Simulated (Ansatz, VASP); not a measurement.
One calculation of Sb, two programs

```xyz
1
Lattice="0.0692 2.3396 2.3396 2.3396 0.0692 2.3396 2.3396 2.3396 0.0692" Properties=species:S:1:pos:R:3 pbc="T T T"
Sb    0.0000    0.0000    0.0000
```

Change from the starting cell: equal xy, yz and zx shear strains of +3 %, PAW files.

Alike in both runs: task electric field gradients; functional PBE; k mesh 12 × 12 × 12; occupations fermi-dirac, width 0.05 eV; no spin polarisation.

|  | VASP | Ansatz |
| --- | --- | --- |
| version | VASP 6.6.1 | Ansatz 0.2.0 |
| potentials or method | VASP PAW PBE potentials, release 64 (Sb) | PAW with Ansatz's default frozen-core files, scalar-relativistic |
| plane-wave cutoff (eV) | 520 | 420 |
| valence electrons in the cell | 5 | 15 |

Ansatz gave:

```
pressure (GPa)                                                 : 9.2
largest component of the traceless stress (GPa)                : 0.37
Vzz of the field gradient on the site that differs most (V/Å²) : -18.8
```

Task: Which values does VASP return?

Result: Pressure (GPa): 9.1; largest component of the traceless stress (GPa): 0.38; Vzz of the field gradient on the site that differs most (V/Å²): -16.5.

The functional is the same, so the differences come from potentials, cutoffs and numerics. The two sets of potentials don't hold the same shells in valence. Ansatz warned: «gradients_without_spin_orbit».

Spin-orbit coupling is left out, which matters for the levels of Sb.
